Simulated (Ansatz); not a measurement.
The cell is COD entry 1011372, as deposited and not checked against the literature; nothing was relaxed.

Li$_{2}$O: DFT, PBE, all-electron LAPW, scalar-relativistic (Ansatz 0.2.0).

```yaml
crystal:
  lattice:
    - [0.0, 2.3095, 2.3095]
    - [2.3095, 0.0, 2.3095]
    - [2.3095, 2.3095, 0.0]
  atoms:
    - { symbol: Li, position: [0.25, 0.25, 0.25] }
    - { symbol: Li, position: [0.75, 0.75, 0.75] }
    - { symbol: O, position: [0.0, 0.0, 0.0] }
kpoints:
  mp_grid: { grid: [11, 11, 11] }
  band_path:
    path:
      - [0.0, 0.0, 0.0]
      - [0.5, 0.0, 0.5]
      - [0.625, 0.25, 0.625]
      - [0.375, 0.375, 0.75]
      - [0.0, 0.0, 0.0]
      - [0.5, 0.5, 0.5]
      - [0.5, 0.25, 0.75]
      - [0.5, 0.0, 0.5]
    npoints: 8
scf:
  occupations: { method: fermi_dirac, width: 0.01 }
hamiltonian:
  xc: pbe
  pseudopotentials: { kind: all_electron, lapw: { basis_error: 0.001 } }
output:
  forces: true
  stress: true
  eigenvalues: true
  fatbands: true
  populations: true
  dos: { projected: true, de: 0.2, e_range: [-14, 8] }
```

Output:

```
Li: projections on atomic orbitals take those of the free atom 1s2 2s1, of charge +0.00 (hamiltonian.pseudopotentials.projection_atoms)
O: projections on atomic orbitals take those of the free atom 1s2 2s2 2p4, of charge +0.00 (hamiltonian.pseudopotentials.projection_atoms)
LAPW: plane waves up to 8.608 Å⁻¹, error target 1.0e-3 eV per atom; small_component_spin mean_spin; Li in spheres of 0.896 Å, 3 of its electrons in bands, Dirac shells []; O in spheres of 1.105 Å, 6 of its electrons in bands, Dirac shells []
Engine: ansatz 0.2.0
Pseudopotentials: kind: all_electron
Pseudopotential: Li, LAPW, valence charge 3, Koelling and Harmon's equation, gaussian nucleus
Pseudopotential: O, LAPW, valence charge 6, Koelling and Harmon's equation, gaussian nucleus
Functional definition: PBE
  parameter kappa = 0.804
  parameter beta = 0.06672455060314922
  exchange = pbe_x(kappa = kappa, mu = beta*pi^2/3)
  correlation = pbe_c(beta = beta)
Crystal: 3 atoms, lattice volume = 24.637 Å³
Basis set: ecut = 282.301484574782 eV, 283 PW (Γ), exchange–correlation at level 2
Bands: 10, of which v1, the nominal top of the filled ones, is band 6 counted from 1 (5 counted from 0)
Symmetry: 48 space group operations
Space group: Fm-3m (ITA 225), of the structure as read, at distance tolerance 2.9e-5 Å
k-points: 56 of 1331
Non-local potential: Li, projectors of the file, none
Non-local potential: O, projectors of the file, none
Initial density: superposition of atomic densities (chi_scale 0.1, normalization cell, long waves kept (reshape's long-wave potential 0.00 eV rms))
Initial wavefunctions: plane waves of lowest kinetic energy (no species holds an atomic orbital)
Functional: x = pbe(κ = 0.804, μ = 0.2195149727645171), c = pbe(β = 0.06672455060314922)
iter 1 solved again at ethr=2.21e-2 eV; its pass at ethr=1.00e-1 eV (dr2=2.65e0 eV) is discarded
SCF iter   1: F=—  HF=-2462.524122 eV  |F-HF|=—  |Δ(HF+E_count)|=         —  Δρ=9.02e-2  dr2=2.65e0  ethr=2.21e-2  ⟨swp⟩=2.0  Hψ=3999  notcnv=0
preconditioner: auto → none  [insulator: Δε(μ)=7.613 eV  Ē_g=17.867 eV  σ=0.010 eV  W_gap=1.00  n_scr=8 (ndim 8)  ℏωp=21.2 eV  f_vac=0.000  D(μ)=0.00/eV (n_scr^D=0)  ε∞_Penn≈2.4]
iter 2 solved again at ethr=1.16e-3 eV; its pass at ethr=2.21e-2 eV (dr2=1.39e-1 eV) is discarded
SCF iter   2: F=—  HF=-2461.384390 eV  |F-HF|=—  |Δ(HF+E_count)|=    1.14e0  Δρ=2.65e-2  dr2=1.39e-1  ethr=1.16e-3  ⟨swp⟩=2.0  Hψ=3066  notcnv=0
SCF iter   3: F=—  HF=-2460.809691 eV  |F-HF|=—  |Δ(HF+E_count)|=   5.75e-1  Δρ=1.67e-2  dr2=9.71e-2  ethr=1.16e-3  ⟨swp⟩=3.0  Hψ=1945  notcnv=0
SCF iter   4: F=—  HF=-2460.806483 eV  |F-HF|=—  |Δ(HF+E_count)|=         —  Δρ=2.42e-3  dr2=1.67e-3  ethr=8.09e-4  ⟨swp⟩=2.0  Hψ=1681  notcnv=0
the basis was enlarged: its passes take 201.4 KiB over the memory plan, 1 of 1 planned eigensolver slots
SCF iter   5: F=—  HF=-2460.805457 eV  |F-HF|=—  |Δ(HF+E_count)|=   1.03e-3  Δρ=2.83e-4  dr2=1.59e-5  ethr=1.39e-5  ⟨swp⟩=2.1  Hψ=1686  notcnv=0
SCF iter   6: F=—  HF=-2460.805468 eV  |F-HF|=—  |Δ(HF+E_count)|=   1.10e-5  Δρ=2.38e-5  dr2=8.98e-8  ethr=1.32e-7  ⟨swp⟩=3.0  Hψ=1582  notcnv=0
SCF iter   7: F=-2460.805468 eV  HF=-2460.805468 eV  |F-HF|=1.65e-9  |Δ(HF+E_count)|=   1.78e-7  Δρ=2.32e-6  dr2=8.95e-10  ethr=7.48e-10  ⟨swp⟩=3.0  Hψ=1609  notcnv=0
SCF 1 converged in 7 iterations: F = -2460.805468 eV  dr2 = 8.95e-10
NSCF: frozen V_eff on 57 k-points
SCF converged after 7 iterations
Free energy (F): -2460.805468 eV
Harris-Foulkes:  -2460.805468 eV  (|F-HF|=1.65e-9)
Internal energy: -2460.805468 eV  (E = F + TS)
E sigma→0 (E₀):  -2460.805468 eV
Fermi energy:    5.293658 eV
--- Per-component energies (eV) ---
  E_band       = -175.621051
  E_kinetic    = 2454.082788
  E_xc         = -338.211541
  E_electrostatic = -4576.676715  (all electrons and nuclei)
  E_smearing   = -0.000000  (= −TS)
  E_closure    = 0.000000  (closes the sum)
  E_atoms      = -2446.472762  (free atoms, spherical and without spin; not in F)
  Σ components = -2460.805468   (vs F -2460.805468, Δ=0.00e0)
  Basis errors (estimates in eV, not in F): energy 3.6e-4 per atom: plane waves 3.2e-4 (1.8e-4 summed), levels above the bands 0.0e0, relativity 7.2e-8, radial functions 4.1e-5, core shells 6.3e-7; eigenvalues (radial functions only) 5.3e-5; not estimated: angular momenta, meshes, grids; target (lapw.basis_error) 1.0e-3; muffin-tin radii Li 0.896 Å, O 1.105 Å
--- Forces (eV/Å), atoms counted from 1 ---
  atom   1  Li    -0.00000000     0.00000000     0.00000000
  atom   2  Li    -0.00000000     0.00000000    -0.00000000
  atom   3  O     -0.00000000    -0.00000000    -0.00000000
  max |Σ_I F_I| component: 1.85e-17 eV/Å
--- Stress (GPa, compression-positive) ---
        0.275715       0.000000       0.000000
        0.000000       0.275715      -0.000000
        0.000000      -0.000000       0.275715
  P = ⅓ Tr σ = 0.2757 GPa (2.757 kbar)
--- Band table (eV; the first three rows and the last of 56) ---
  k-point 0: bands = ["-40.1788", "-39.8484", "-12.6689", "2.7689", "2.7689", "2.7689", "8.0331", "14.7031", "14.7031", "14.7031"]
  k-point 1: bands = ["-40.1710", "-39.8541", "-12.6531", "2.4841", "2.7296", "2.7296", "8.2633", "14.7199", "14.8256", "14.8256"]
  k-point 2: bands = ["-40.1486", "-39.8711", "-12.6094", "1.8029", "2.6279", "2.6279", "8.8558", "14.6775", "15.0784", "15.0784"]
  k-point 55: bands = ["-40.0013", "-39.9905", "-12.3947", "0.8485", "1.2793", "1.4277", "9.9347", "13.2754", "16.7131", "16.9212"]
--- Löwdin populations: 3 sites ---
  site symbol       q [e]
     0     Li      2.2790
     1     Li      2.2790
     2      O      9.2866
  spilling = 0.011094 (of n_electrons = 14.000000)
```

populations.tsv:

```
# site	symbol	l	j	q
# orbitals = lowdin
# n_electrons = 14.000000
# spilling = 0.011094
# projection_atom_Li: 1s2 2s1
# projection_atom_O: 1s2 2s2 2p4
0	Li	0_1S	-	1.961890
0	Li	0_2S	-	0.317157
1	Li	0_1S	-	1.961890
1	Li	0_2S	-	0.317157
2	O	0_1S	-	1.998538
2	O	0_2S	-	1.799034
2	O	1_2P	-	5.489011
```
